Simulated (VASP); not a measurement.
The system is Ca.

```
CELL_PARAMETERS angstrom
-2.24000 2.24000 2.24000
2.24000 -2.24000 2.24000
2.24000 2.24000 -2.24000
ATOMIC_POSITIONS crystal
Ca 0.00000 0.00000 0.00000
```

This isn't the form of Ca at room conditions, which is fcc.

```yaml
Program: VASP 6.6.1
Task: relaxation of cell and atoms
Functional: LDA
Potentials_or_basis: VASP PAW LDA potentials, release 64 (Ca_sv)
Cutoff: 600 eV
k_mesh: 8 × 8 × 8
Occupations: fermi-dirac, width 0.05 eV
Spin: no spin polarisation
```

At the start: pressure -2.5 GPa; volume 44.96 Å³/atom.

Q: How do energy, volume and symmetry change on relaxing?

A: Over 4 steps the energy falls by 64.4 meV/atom and the volume is 37.56 Å³/atom (-16.5 %); space group Im-3m (No. 229, to 0.05 Å).

Step by step:
```csv
step,energy change (eV),largest force (eV/Å),pressure (GPa),volume (Å³)
1,0.0000,0.0000,-2.48,44.96
2,-0.0519,0.0000,-1.25,40.58
3,-0.0643,0.0000,-0.10,37.78
4,-0.0644,0.0000,0.02,37.56
```

Final structure:
```
CELL_PARAMETERS angstrom
-2.10967 2.10967 2.10967
2.10967 -2.10967 2.10967
2.10967 2.10967 -2.10967
ATOMIC_POSITIONS crystal
Ca 0.00000 0.00000 0.00000
```

Caveat: the volume moved by over 15 % at a fixed basis, so the end points are rough.
